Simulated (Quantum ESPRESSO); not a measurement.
# InP (Fm-3m) in Quantum ESPRESSO: equation of state, part 2 of 2

Quantum ESPRESSO 7.5.

### 5 Single point, PBE, 21.23 Å³/atom

Input file pw.in:

```
&CONTROL
  calculation = 'scf'
  prefix = 'pwscf'
  outdir = './tmp'
  pseudo_dir = './pseudo'
  tprnfor = .true.
  tstress = .true.
  disk_io = 'nowf'
/
&SYSTEM
  ibrav = 0
  nat = 2
  ntyp = 2
  ecutwfc = 55
  ecutrho = 440
  nbnd = 15
  occupations = 'smearing'
  smearing = 'fd'
  degauss = 0.00367493
/
&ELECTRONS
  conv_thr = 4d-10
  electron_maxstep = 120
  mixing_beta = 0.5
/
ATOMIC_SPECIES
In   114.8180 In.pbe-dn-rrkjus_psl.0.2.2.UPF
P     30.9738 P.pbe-n-rrkjus_psl.1.0.0.UPF
CELL_PARAMETERS angstrom
   0.0000000000    2.7688340000    2.7688340000
   2.7688340000    0.0000000000    2.7688340000
   2.7688340000    2.7688340000    0.0000000000
ATOMIC_POSITIONS crystal
In     0.0000000000    0.0000000000    0.0000000000
P      0.5000000000    0.5000000000    0.5000000000
K_POINTS automatic
8 8 8 0 0 0
```

Potentials or basis: SSSP 1.3 efficiency PBE.

Launch:

```bash
> OMP_NUM_THREADS=1 pw.x -in pw.in > pw.out
```

pw.out:

```text
This program is part of the open-source Quantum ESPRESSO suite
     for quantum simulation of materials; please cite
         "P. Giannozzi et al., J. Phys.:Condens. Matter 21 395502 (2009);
         "P. Giannozzi et al., J. Phys.:Condens. Matter 29 465901 (2017);
         "P. Giannozzi et al., J. Chem. Phys. 152 154105 (2020);
     in publications or presentations arising from this work. More details at

     file In.pbe-dn-rrkjus_psl.0.2.2.UPF: wavefunction(s)  5S renormalized
     Message from routine setup:
     using ibrav=0 with symmetry is DISCOURAGED, use correct ibrav instead

     G-vector sticks info
     --------------------
     sticks:   dense  smooth     PW     G-vecs:    dense   smooth      PW
     Sum        1663     835    253                44735    15665    2685

     Using Slab Decomposition

     bravais-lattice index     =            0
     lattice parameter (alat)  =       7.3996  a.u.
     unit-cell volume          =     286.4952 (a.u.)^3
     number of atoms/cell      =            2
     number of atomic types    =            2
     number of electrons       =        18.00
     number of Kohn-Sham states=           15
     kinetic-energy cutoff     =      55.0000  Ry
     charge density cutoff     =     440.0000  Ry
     scf convergence threshold =      4.0E-10
     mixing beta               =       0.5000
     number of iterations used =            8  plain     mixing
     Exchange-correlation= PBE
                           (   1   4   3   4   0   0   0)

     celldm(1)=   7.399643  celldm(2)=   0.000000  celldm(3)=   0.000000
     celldm(4)=   0.000000  celldm(5)=   0.000000  celldm(6)=   0.000000

     crystal axes: (cart. coord. in units of alat)
               a(1) = (   0.000000   0.707107   0.707107 )
               a(2) = (   0.707107   0.000000   0.707107 )
               a(3) = (   0.707107   0.707107   0.000000 )

     reciprocal axes: (cart. coord. in units 2 pi/alat)
               b(1) = ( -0.707107  0.707107  0.707107 )
               b(2) = (  0.707107 -0.707107  0.707107 )
               b(3) = (  0.707107  0.707107 -0.707107 )

     PseudoPot. # 1 for In read from file:
[... 32 lines left out ...]

     site n.     atom                  positions (alat units)
         1        In     tau(   1) = (   0.0000000   0.0000000   0.0000000  )
         2        P      tau(   2) = (   0.7071068   0.7071068   0.7071068  )

     number of k points=    29  Fermi-Dirac smearing, width (Ry)=  0.0037
                       cart. coord. in units 2pi/alat
        k(    1) = (   0.0000000   0.0000000   0.0000000), wk =   0.0039062
        k(    2) = (   0.0883883   0.0883883  -0.0883883), wk =   0.0312500
        k(    3) = (   0.1767767   0.1767767  -0.1767767), wk =   0.0312500
        k(    4) = (   0.2651650   0.2651650  -0.2651650), wk =   0.0312500
        k(    5) = (  -0.3535534  -0.3535534   0.3535534), wk =   0.0156250
        k(    6) = (   0.1767767   0.0000000   0.0000000), wk =   0.0234375
[... 21 lines left out ...]
        k(   28) = (  -0.7071068   0.1767767  -0.0000000), wk =   0.0468750
        k(   29) = (  -0.7071068   0.3535534   0.0000000), wk =   0.0234375

     Dense  grid:    44735 G-vectors     FFT dimensions: (  50,  50,  50)

     Smooth grid:    15665 G-vectors     FFT dimensions: (  36,  36,  36)

     Initial potential from superposition of free atoms

     starting charge      17.9961, renormalised to      18.0000
     Starting wfcs are   13 randomized atomic wfcs +    2 random wfcs

     Self-consistent Calculation

     iteration #  1     ecut=    55.00 Ry     beta= 0.50
     Davidson diagonalization with overlap
     ethr =  1.00E-02,  avg # of iterations =  4.9

     Threshold (ethr) on eigenvalues was too large:
     Diagonalizing with lowered threshold

     Davidson diagonalization with overlap
     ethr =  4.69E-04,  avg # of iterations =  2.9

     total energy              =    -158.86197537 Ry
     estimated scf accuracy    <       0.08224594 Ry
[... 50 lines left out ...]
     iteration #  9     ecut=    55.00 Ry     beta= 0.50
     Davidson diagonalization with overlap
     ethr =  3.34E-12,  avg # of iterations =  2.2

     End of self-consistent calculation

          k = 0.0000 0.0000 0.0000 (  1989 PWs)   bands (ev):

    -5.2236  -5.2236  -5.2037  -5.2037  -5.2037  -2.9526   8.7958   8.7958
     8.7958   9.5735  16.1345  16.1345  16.1345  17.5257  17.5258
[... 93 lines left out ...]
    -5.4533  -5.2177  -5.2154  -5.1281  -5.1065   0.1485   3.9700   4.6788
     7.3960   9.2038  14.5066  16.0156  17.5145  17.8669  20.2580

          k =-0.7071 0.0000 0.0000 (  1964 PWs)   bands (ev):

    -5.5302  -5.2576  -5.1769  -5.0920  -5.0920   0.2235   4.1085   6.5401
     6.7312   6.7312  12.8895  18.9321  18.9321  19.2543  21.2600

          k = 0.3536 0.1768 0.0000 (  1974 PWs)   bands (ev):
[... 26 lines left out ...]
    -5.4009  -5.2412  -5.1786  -5.1712  -5.1106  -0.1602   3.6504   5.4538
     6.9930  11.2763  13.2381  15.8263  16.1058  19.2304  19.2536

          k =-0.7071 0.1768-0.0000 (  1984 PWs)   bands (ev):

    -5.4917  -5.2356  -5.1983  -5.1187  -5.0920   0.2443   4.3952   4.9454
     6.1846   9.1362  13.7835  16.3139  18.0438  19.3291  21.6860

          k =-0.7071 0.3536 0.0000 (  1964 PWs)   bands (ev):

    -5.4453  -5.2275  -5.1795  -5.1795  -5.0919   0.2672   4.3380   5.1790
     5.1790  11.4431  13.6306  15.7973  15.7973  20.4064  20.4064

     the Fermi energy is     9.1549 ev

!    total energy              =    -158.88561227 Ry
     estimated scf accuracy    <          5.4E-11 Ry
     smearing contrib. (-TS)   =      -0.00085471 Ry
     internal energy E=F+TS    =    -158.88475757 Ry

     The total energy is F=E-TS. E is the sum of the following terms:
     one-electron contribution =     -45.51145634 Ry
     hartree contribution      =      37.17345647 Ry
     xc contribution           =     -52.01255288 Ry
     ewald contribution        =     -98.53420482 Ry

     convergence has been achieved in   9 iterations

     Forces acting on atoms (cartesian axes, Ry/au):

     atom    1 type  1   force =    -0.00000000    0.00000000   -0.00000000
     atom    2 type  2   force =    -0.00000000   -0.00000000    0.00000000

     Total force =     0.000000     Total SCF correction =     0.000000

     Computing stress (Cartesian axis) and pressure

          total   stress  (Ry/bohr**3)                   (kbar)     P=        0.14
   0.00000096   0.00000000   0.00000000            0.14        0.00        0.00
   0.00000000   0.00000096  -0.00000000            0.00        0.14       -0.00
   0.00000000  -0.00000000   0.00000096            0.00       -0.00        0.14

=------------------------------------------------------------------------------=
   JOB DONE.
=------------------------------------------------------------------------------=
```

It took 17 s on 1 thread of AMD EPYC 9R14 (Zen 4), shared host; peak memory 0.2 GiB.

What came out:

```yaml
Free_energy: -2161.7489 eV
Pressure: 0.0 GPa
Band_gap_on_the_k_mesh: none (metal or under the smearing width)
```

### 6 Single point, PBE, 21.65 Å³/atom

pw.in: that of step 5 with these lines changed.

```diff
@@ -29,5 +29,5 @@
 CELL_PARAMETERS angstrom
-   0.0000000000    2.7688340000    2.7688340000
-   2.7688340000    0.0000000000    2.7688340000
-   2.7688340000    2.7688340000    0.0000000000
+   0.0000000000    2.7871711834    2.7871711834
+   2.7871711834    0.0000000000    2.7871711834
+   2.7871711834    2.7871711834    0.0000000000
 ATOMIC_POSITIONS crystal
```

Potentials or basis: SSSP 1.3 efficiency PBE.

Launch:

```bash
> OMP_NUM_THREADS=1 pw.x -in pw.in > pw.out
```

Wall time 18 s (1 thread of AMD EPYC 9R14 (Zen 4), shared host); peak memory 0.21 GiB.

It converged, with:

| Quantity | Value |
| --- | --- |
| Free energy | -2161.7454 eV |
| Pressure | -1.4 GPa |
| Band gap on the k mesh | none (metal or under the smearing width) |

### 7 Single point, PBE, 22.08 Å³/atom

pw.in: that of step 6 with these lines changed.

```diff
@@ -29,5 +29,5 @@
 CELL_PARAMETERS angstrom
-   0.0000000000    2.7871711834    2.7871711834
-   2.7871711834    0.0000000000    2.7871711834
-   2.7871711834    2.7871711834    0.0000000000
+   0.0000000000    2.8052702047    2.8052702047
+   2.8052702047    0.0000000000    2.8052702047
+   2.8052702047    2.8052702047    0.0000000000
 ATOMIC_POSITIONS crystal
```

Launch:

```bash
> OMP_NUM_THREADS=1 pw.x -in pw.in > pw.out
```

Run time: 18 s. Hardware: 1 thread of AMD EPYC 9R14 (Zen 4), shared host; peak memory 0.21 GiB.

The run converged. Its results:

| Quantity | Value |
| --- | --- |
| Free energy | -2161.7350 eV |
| Pressure | -2.6 GPa |
| Band gap on the k mesh | none (metal or under the smearing width) |

### 8 Single point, PBE, 22.50 Å³/atom

pw.in: that of step 7 with these lines changed.

```diff
@@ -29,5 +29,5 @@
 CELL_PARAMETERS angstrom
-   0.0000000000    2.8052702047    2.8052702047
-   2.8052702047    0.0000000000    2.8052702047
-   2.8052702047    2.8052702047    0.0000000000
+   0.0000000000    2.8231386496    2.8231386496
+   2.8231386496    0.0000000000    2.8231386496
+   2.8231386496    2.8231386496    0.0000000000
 ATOMIC_POSITIONS crystal
```

Launch:

```bash
> OMP_NUM_THREADS=1 pw.x -in pw.in > pw.out
```

Run time: 18 s. Hardware: 1 thread of AMD EPYC 9R14 (Zen 4), shared host; peak memory 0.22 GiB.

The run converged. Its results:

| Quantity | Value |
| --- | --- |
| Free energy | -2161.7185 eV |
| Pressure | -3.7 GPa |
| Band gap on the k mesh | none (metal or under the smearing width) |

### 9 Equation of state, PBE

Potentials or basis: SSSP 1.3 efficiency PBE.

No new run: the results of the series are fitted here.

What came out:

* Equilibrium volume: 21.24 Å³/atom
* Bulk modulus: 74 GPa
* Pressure derivative of the bulk modulus: 5.1

Energy against volume, from the lowest point:
| volume (Å³/atom) | energy (meV/atom) |
| --- | --- |
| 19.953 | 20.44 |
| 20.378 | 8.83 |
| 20.803 | 2.20 |
| 21.227 | 0.00 |
| 21.652 | 1.73 |
| 22.076 | 6.94 |
| 22.501 | 15.19 |
